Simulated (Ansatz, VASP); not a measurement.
Two plane-wave programs on SrTiO3

```
CELL_PARAMETERS angstrom
3.90685 0.00000 0.00000
0.00000 3.90685 0.00000
0.00000 0.00000 3.90685
ATOMIC_POSITIONS crystal
Sr 0.00000 0.00000 0.00000
Ti 0.50000 0.50000 0.50000
O 0.50000 0.00000 0.50000
O 0.50000 0.50000 0.00000
O 0.00000 0.50000 0.50000
```

Alike in both runs: task single point; functional PBE; k mesh 6 × 6 × 6; non-collinear spin, spin-orbit coupling.

|  | VASP | Ansatz |
| --- | --- | --- |
| version | VASP 6.6.1 | Ansatz 0.2.0 |
| potentials or method | VASP PAW PBE potentials, release 64 (Sr_sv, Ti_sv, O) | plane waves, PAW |
| plane-wave cutoff (eV) | 520 | 420 |
| occupations | gaussian, width 0.01 eV | fixed |
| valence electrons in the cell | 40 | 40 |

VASP gave:

```
gap on the k mesh at the Fermi level (eV) : 1.84
pressure (GPa)                            : 4.7
net moment per atom (μB)                  : 0.00
```

**Question.** Estimate Ansatz's values.

**Answer.** gap on the k mesh at the Fermi level (eV): 1.87; pressure (GPa): 4.1; net moment per atom (μB): 0.00.
